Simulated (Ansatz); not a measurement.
Crystal: W.

```
W
1.0
    -1.58234    1.58234    1.58234
     1.58234   -1.58234    1.58234
     1.58234    1.58234   -1.58234
W
1
Direct
  0.00000 0.00000 0.00000
```

```yaml
Program: Ansatz 0.2.0
Task: relaxation of cell and atoms
Functional: PBEsol
Dispersion: D4
Potentials_or_basis: all-electron LAPW, scalar-relativistic
Basis_error_allowed: 0.001 eV/atom
k_mesh: 12 × 12 × 12
Occupations: fermi-dirac, width 0.05 eV
Spin: no spin polarisation
```

At the start: volume 15.85 Å³/atom.

**Question.** How do energy, volume and symmetry change on relaxing?

**Answer.** Over 4 steps the energy falls by 7.4 meV/atom and the volume is 15.50 Å³/atom (-2.2 %); space group Im-3m (No. 229, to 0.05 Å).

The path:
```tsv
step	energy change (eV)	largest force (eV/Å)	volume (Å³)
1	0.0000	0.0000	15.85
2	-0.0074	0.0000	15.53
3	-0.0074	0.0000	15.50
4	-0.0074	0.0000	15.50
```

Final structure:
```
W
1.0
    -1.57080    1.57080    1.57080
     1.57080   -1.57080    1.57080
     1.57080    1.57080   -1.57080
W
1
Direct
  0.00000 0.00000 0.00000
```
